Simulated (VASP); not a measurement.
Here is a VASP 6.6.1 calculation.

Contents of POSCAR:

```
CdTe
1.0
    0.0000000000      3.0443556749      3.0443556749
    3.0443556749      0.0000000000      3.0443556749
    3.0443556749      3.0443556749      0.0000000000
Cd Te
1 1
Direct
    0.0000000000      0.0000000000      0.0000000000
    0.5000000000      0.5000000000      0.5000000000
```

File INCAR.step1:

```
  PREC = Accurate
  ENCUT = 520
  ISMEAR = -1
  SIGMA = 0.02
  LREAL = False
  LASPH = True
  NELM = 100
  NBANDS = 16
  GGA = PE
  ALGO = Normal
  EDIFF = 1E-4
  LWAVE = True
  LCHARG = False
```

The input INCAR.step2:

```
  PREC = Accurate
  ENCUT = 520
  EDIFF = 1E-6
  ISMEAR = -1
  SIGMA = 0.02
  LREAL = False
  LASPH = True
  NELM = 100
  ALGO = Normal
  ISIF = 2
  LWAVE = False
  LCHARG = True
  METAGGA = R2SCAN
  LMIXTAU = True
  LELF = True
  LVHAR = True
  NBANDS = 16
  ISTART = 1
```

KPOINTS

```
Automatic mesh
0
Gamma
  6 6 6
```

Potentials or basis: VASP PAW PBE potentials, release 64 (Cd, Te).

Command:

```bash
$ cat potpaw_PBE.64/Cd/POTCAR potpaw_PBE.64/Te/POTCAR > POTCAR
$ cp INCAR.step1 INCAR
$ mpirun -np 1 vasp_std > vasp.out
$ cp INCAR.step2 INCAR
$ mpirun -np 1 vasp_std > vasp.out
```

Q: What does it give for the band gap on the k mesh?

A: None (metal or under the smearing width).

Q: Estimate the pressure.

A: 0.2 GPa.

Caveat: the PAW data sets were made with another functional, which shifts forces and pressure a little. Spin-orbit coupling is left out, which matters for the levels of Te.
